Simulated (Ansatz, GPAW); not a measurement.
One calculation of TiC, 3 ways

```
CELL_PARAMETERS angstrom
0.00000 2.16572 2.16572
2.16572 0.00000 2.16572
2.16572 2.16572 0.00000
ATOMIC_POSITIONS crystal
Ti 0.00000 0.00000 0.00000
C 0.50000 0.50000 0.50000
```

The cell is a database's computed one, not the measured one.

Alike in all runs: task single point; functional PBE; k mesh 11 × 11 × 11; occupations gaussian, width 0.011 eV; no spin polarisation; no spin-orbit coupling. Pressure is positive in compression and, in plane waves, holds the error of the finite cutoff, which Ansatz's Pulay term estimates and takes out.

```csv
program and potentials,plane-wave cutoff (eV),notes,pressure (GPa)
"Ansatz, Ansatz PAW",420,Pulay term of +0.27 GPa included,0.28
"Ansatz, all-electron LAPW, scalar-relativistic",-,-,0.25
"GPAW, GPAW PAW data sets (gpaw-data 1.2.1)",800,-,0.93
```

The pressure spans 0.25 (Ansatz, all-electron LAPW, scalar-relativistic) to 0.93 GPa (GPAW, GPAW PAW data sets (gpaw-data 1.2.1)), with all-electron results at 0.25.

Differences between rows come from potentials, basis sets and numerical settings, since the functional is the same but for its coding. Runs on potential files found faulty are left out.
